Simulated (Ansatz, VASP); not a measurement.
One calculation of BeS, two programs

```xyz
2
Lattice="0.0000 2.3497 2.3497 2.3497 0.0000 2.3497 2.3497 2.3497 0.0000" Properties=species:S:1:pos:R:3 pbc="T T T"
Be    0.0000    0.0000    0.0000
S     3.5245    3.5245    3.5245
```

Alike in both runs: functional PBEsol; k mesh 8 × 8 × 8; no spin polarisation.

Ansatz relaxed the structure, and its values are those at the end. VASP's run is a single point on that final structure, the one shown.

```csv
,VASP,Ansatz
version,VASP 6.6.1,Ansatz 0.2.0
potentials or method,"VASP PAW PBE potentials, release 64 (Be, S)","PAW with Ansatz's default frozen-core files, scalar-relativistic"
plane-wave cutoff (eV),520,420
occupations,"gaussian, width 0.01 eV",fixed
valence electrons in the cell,8,8
```

|  | VASP | Ansatz | Ansatz less VASP |
| --- | --- | --- | --- |
| pressure (GPa) | 10.2 | 10.0 | -0.18 |

Caveats: the PAW data sets were made with another functional, which shifts forces and pressure a little (VASP). A k mesh can miss the band edges.
